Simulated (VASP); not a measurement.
# Ru: saddle point by the improved dimer method

Ru, defect, 15 atoms in the cell. PBE, improved dimer method; PAW potentials Ru_pv (PBE set).

Path: a Ru atom hops into a neighbouring Ru vacancy; Length of the hop (Å): 2.65; Atoms free in the vibrations (from 0): 1, 3, 7, 9, 11.

## Input

INCAR.step1:
```
SYSTEM = Ru
ALGO = Normal ; EDIFF = 1E-7
EDIFFG = -0.005 ; ENCUT = 250
IBRION = 2 ; ISIF = 2
ISMEAR = 1 ; ISYM = 0
KPAR = 8 ; LASPH = .True.
LCHARG = .False. ; LREAL = .False.
LWAVE = .False. ; NELM = 100
NSW = 100 ; POTIM = 0.5
PREC = Accurate ; SIGMA = 0.1
```

INCAR.step2, as INCAR.step1 but for:
```
- EDIFF = 1E-7
- EDIFFG = -0.005
+ EDIFF = 1E-6
+ EDIFFG = -0.02
```

INCAR.step3, as INCAR.step2 but for:
```
- IBRION = 2
- ISIF = 2
- NSW = 100
- POTIM = 0.5
+ IBRION = 44
+ NSW = 300
```

INCAR.step4, as INCAR.step3 but for:
```
- EDIFF = 1E-6
- EDIFFG = -0.02
- IBRION = 44
- NSW = 300
+ EDIFF = 1E-7
+ IBRION = 5
+ NFREE = 2
+ NSW = 1
+ POTIM = 0.015
```

KPOINTS:
```
k-points
0
Gamma
  4 4 2
```

POSCAR.step1:
```
Ru
1.0
    5.4116000000      0.0000000000      0.0000000000
   -2.7058000000      4.6865830752      0.0000000000
    0.0000000000      0.0000000000      8.5638000000
Ru
15
Direct
    0.3333333334      0.1666666666      0.8750000000
    0.3333333334      0.6666666666      0.3750000000
    0.3333333334      0.6666666666      0.8750000000
    0.8333333333      0.1666666666      0.3750000000
    0.8333333333      0.1666666666      0.8750000000
    0.8333333333      0.6666666666      0.3750000000
    0.8333333333      0.6666666666      0.8750000000
    0.1666666666      0.3333333334      0.1250000000
    0.1666666666      0.3333333334      0.6250000000
    0.1666666666      0.8333333333      0.1250000000
    0.1666666666      0.8333333333      0.6250000000
    0.6666666666      0.3333333334      0.1250000000
    0.6666666666      0.3333333334      0.6250000000
    0.6666666666      0.8333333333      0.1250000000
    0.6666666666      0.8333333333      0.6250000000
```

POSCAR.step2:
```
Ru
1.0
    5.4116000000      0.0000000000      0.0000000000
   -2.7058000000      4.6865830752      0.0000000000
    0.0000000000      0.0000000000      8.5638000000
Ru
15
Direct
    0.3333333334      0.1666666666      0.8750000000
    0.3333333334      0.6666666666      0.3750000000
    0.3333333334      0.6666666666      0.8750000000
    0.8333333333      0.1666666666      0.3750000000
    0.8333333333      0.1666666666      0.8750000000
    0.8333333333      0.6666666666      0.3750000000
    0.8333333333      0.6666666666      0.8750000000
    0.3333333333      0.1666666666      0.3750000000
    0.1666666666      0.3333333334      0.6250000000
    0.1666666666      0.8333333333      0.1250000000
    0.1666666666      0.8333333333      0.6250000000
    0.6666666666      0.3333333334      0.1250000000
    0.6666666666      0.3333333334      0.6250000000
    0.6666666666      0.8333333333      0.1250000000
    0.6666666666      0.8333333333      0.6250000000
```

POSCAR.step3:
```
Ru                                      
1.0
    5.4116000000      0.0000000000      0.0000000000
   -2.7058000000      4.6865830752      0.0000000000
    0.0000000000      0.0000000000      8.5638000000
Ru
15
Direct
    0.3271605854      0.1640216352      0.8694049225
    0.3207761274      0.6722171233      0.3664894182
    0.3134604347      0.6637065685      0.8667105237
    0.8386131751      0.1771235523      0.3661689711
    0.8328378131      0.1757271409      0.8662680965
    0.8287203992      0.6725075799      0.3657683762
    0.8326686759      0.6695455837      0.8671295153
    0.2512839049      0.2579186089      0.2404514056
    0.1642476851      0.3385377330      0.6194581594
    0.1636694784      0.8359585939      0.1186484691
    0.1634422655      0.8450375193      0.6166979518
    0.6653429809      0.3352045040      0.1178730847
    0.6454453961      0.3370188120      0.6123945384
    0.6541141257      0.8419014660      0.1185813264
    0.6554324847      0.8360796295      0.6163814174

   -0.0558689142      0.0322555437     -0.0427803413
   -0.0280185310      0.0046387974     -0.0741642452
   -0.0248821023      0.0064560841     -0.0427831772
   -0.0180274194      0.0219459087     -0.0741651621
   -0.0180322257      0.0183203705     -0.0427836901
   -0.0458876641      0.0264918653     -0.0632475247
   -0.0490243878      0.0283040718     -0.0536972090
    0.4797827924     -0.2770017606      0.7875016348
   -0.0555588892      0.0320766749     -0.0430198810
   -0.0276090044      0.0052338598     -0.0739244562
   -0.0251528521      0.0066565428     -0.0430284608
   -0.0183369457      0.0212938657     -0.0739253576
   -0.0183409782      0.0184547892     -0.0430291802
   -0.0462916874      0.0267263617     -0.0628423946
   -0.0487511910      0.0281470251     -0.0541105550
```

POSCAR.step4:
```
Ru
1.0
    5.4116000000      0.0000000000      0.0000000000
   -2.7058000000      4.6865830752      0.0000000000
    0.0000000000      0.0000000000      8.5638000000
Ru
15
Selective dynamics
Direct
    0.3203633508      0.1780459760      0.8829268743  F F F
    0.3181057975      0.7105655891      0.3747936041  T T T
    0.3227400391      0.6624376649      0.8606210458  F F F
    0.7941232780      0.1799429644      0.3740067627  T T T
    0.8348901401      0.1731595855      0.8596340625  F F F
    0.8197493406      0.6726447936      0.3638370683  F F F
    0.8271489959      0.6685949625      0.8656819353  F F F
    0.2522990863      0.2624360170      0.2419831964  T T T
    0.1667660516      0.3317784701      0.6015674383  F F F
    0.1689183523      0.8042183112      0.1097802798  T T T
    0.1619557549      0.8465832348      0.6239108788  F F F
    0.7002922484      0.3290108705      0.1090154630  T T T
    0.6507487596      0.3339678154      0.6228628177  F F F
    0.6617155606      0.8306031003      0.1199340622  F F F
    0.6573987763      0.8385166954      0.6178706869  F F F
```

POSCAR.step5:
```
Ru
1.0
    5.4116000000      0.0000000000      0.0000000000
   -2.7058000000      4.6865830752      0.0000000000
    0.0000000000      0.0000000000      8.5638000000
Ru
15
Selective dynamics
Direct
    0.3333333863      0.1666668086      0.8749995528  F F F
    0.3279638952      0.6639838271      0.3749997847  T T T
    0.3260762672      0.6630382794      0.8749998507  F F F
    0.8360161123      0.1720358610      0.3750002496  T T T
    0.8369616002      0.1739236603      0.8750002252  F F F
    0.8360193251      0.6639807799      0.3750000300  F F F
    0.8369626370      0.6630371892      0.8750000384  F F F
    0.1722615667      0.3277380409      0.1294014571  T T T
    0.1722619860      0.3277381216      0.6205986893  F F F
    0.1722617863      0.8445240582      0.1294010492  T T T
    0.1722620961      0.8445244248      0.6205992807  F F F
    0.6554760302      0.3277380555      0.1294008776  T T T
    0.6554756835      0.3277380105      0.6205990788  F F F
    0.6666673398      0.8333332893      0.1262420806  F F F
    0.6666669543      0.8333329266      0.6237577554  F F F
```

Commands (each step's output is kept before the next begins):
```
cat potpaw_PBE.64/Ru_pv/POTCAR > POTCAR
cp INCAR.step1 INCAR
cp POSCAR.step1 POSCAR
mpirun -np 8 vasp_std > vasp.out
cp INCAR.step2 INCAR
cp POSCAR.step2 POSCAR
mpirun -np 8 vasp_std > vasp.out
# the block under the positions in POSCAR is the starting axis: the straight line between the two relaxed ends
cp INCAR.step3 INCAR
cp POSCAR.step3 POSCAR
mpirun -np 8 vasp_std > vasp.out
# POSCAR: the saddle point
cp INCAR.step4 INCAR
cp POSCAR.step4 POSCAR
mpirun -np 8 vasp_std > vasp.out
# POSCAR: the relaxed minimum
cp POSCAR.step5 POSCAR
mpirun -np 8 vasp_std > vasp.out
```

## Result

- Barrier (eV): 1.680
- Barrier with zero-point energies (eV): 1.684
- Imaginary frequency (cm⁻¹): 127
- Imaginary modes at the saddle: 1
- Attempt frequency (THz): 1.3
- Force evaluations of the dimer: 36
- Largest force left (eV/Å): 0.0195
- Ionic steps, all stages: 120
- Electronic steps, all stages: 1271

Vibrations (cm⁻¹; a negative value is imaginary):

| Mode | Minimum | Saddle |
|---|---|---|
| 1 | 242 | 242 |
| 2 | 202 | 233 |
| 3 | 199 | 223 |
| 4 | 185 | 212 |
| 5 | 176 | 205 |
| 6 | 169 | 190 |
| 7 | 157 | 160 |
| 8 | 152 | 153 |
| 9 | 141 | 150 |
| 10 | 137 | 146 |
| 11 | 129 | 141 |
| 12 | 116 | 133 |
| 13 | 108 | 98 |
| 14 | 72 | 45 |
| 15 | 69 | -127 |

Harmonic rate, classical:

| Temperature (K) | Jumps per second |
|---|---|
| 300 | 7.9e-17 |
| 600 | 0.01 |
| 900 | 5.1e+02 |

The cell is Ru (16 atoms) with one Ru atom missing.

Limits: the cell holds 15 atoms, so the vacancy or interstitial meets its own images and the barrier isn't that of a lone defect; the attempt frequency counts the hopping atom and the four atoms nearest to it, while all others are held.

VASP 6.6.1 took 3487 s on 8 cores (Intel Xeon Platinum 8259CL @ 2.50GHz (Skylake/Cascade Lake)), a shared host.
